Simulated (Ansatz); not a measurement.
BaSnO₃ (cubic perovskite)

```yaml
crystal:
  lattice:
    - [8.35215, 0.00000, 0.00000]
    - [4.17608, 4.17608, 0.00000]
    - [4.17608, 0.00000, 4.17608]
  atoms:
    - { symbol: Ba, position: [0.00000, 0.00000, 0.00000] }
    - { symbol: Ba, position: [0.50000, 0.00000, 0.00000] }
    - { symbol: Sn, position: [0.75000, 0.50000, 0.50000] }
    - { symbol: Sn, position: [0.25000, 0.50000, 0.50000] }
    - { symbol: O, position: [0.50000, 0.50000, 0.50000] }
    - { symbol: O, position: [0.00000, 0.50000, 0.50000] }
    - { symbol: O, position: [0.00000, 0.50000, 0.00000] }
    - { symbol: O, position: [0.50000, 0.50000, 0.00000] }
    - { symbol: O, position: [0.00000, 0.00000, 0.50000] }
    - { symbol: O, position: [0.50000, 0.00000, 0.50000] }
```

The atoms are displaced by Q × the pattern below (from a DFPT mode at R = (0.5, 0.5, 0.5), largest move 1; Q in Å), at fixed cell. It is one choice among 2 degenerate patterns. (q is in reciprocal vectors of the primitive cell; the cell shown is doubled to hold the pattern.)

```tsv
atom	x	y	z
O5	0.354	0.000	0.000
O6	-0.354	0.000	0.000
O7	0.000	0.000	-1.000
O8	0.000	0.000	1.000
O9	0.000	0.646	0.000
O10	0.000	-0.646	0.000
```

Atoms not listed stay in place.

Method: PBE (plane waves to 420 eV, PAW, scalar-relativistic; Ansatz, a program for electronic structure). k mesh 8×8×8 (Γ-centred), Fermi-Dirac smearing 0.05 eV. The energy includes the smearing's −TS. BaSnO3 was relaxed with its symmetry unable to fall. The zero of ΔE is the undisplaced structure.

| Q (Å) | ΔE (meV/cell) |
|---|---|
| -0.1000 | 167.0 |
| -0.0833 | withheld |
| -0.0667 | 72.4 |
| -0.0500 | 40.3 |
| -0.0333 | 17.8 |
| -0.0167 | 4.4 |
| 0.0000 | 0.0 |
| 0.0167 | 4.4 |
| 0.0333 | 17.8 |
| 0.0500 | 40.3 |
| 0.0667 | 72.4 |
| 0.0833 | withheld |
| 0.1000 | 167.0 |

Task: Fit an even polynomial form (powers 2, 4) to the given rows and predict ΔE at Q = -0.0833.

Result: Least squares on the 11 given rows: ΔE = (15930)·Q² + (76730)·Q⁴, in meV/cell with Q in Å; root-mean-square residual 0.03 meV/cell. At -0.0833 the fit gives 114.2 meV/cell; the calculation gives 114.4 meV/cell, so the interpolation is off by -0.2 (-0.2 %). The quadratic term alone would give 110.5 meV/cell.

(A displaced cell: forces are minus the slopes of the energy, force constants its curvatures, and phonons follow from these.)
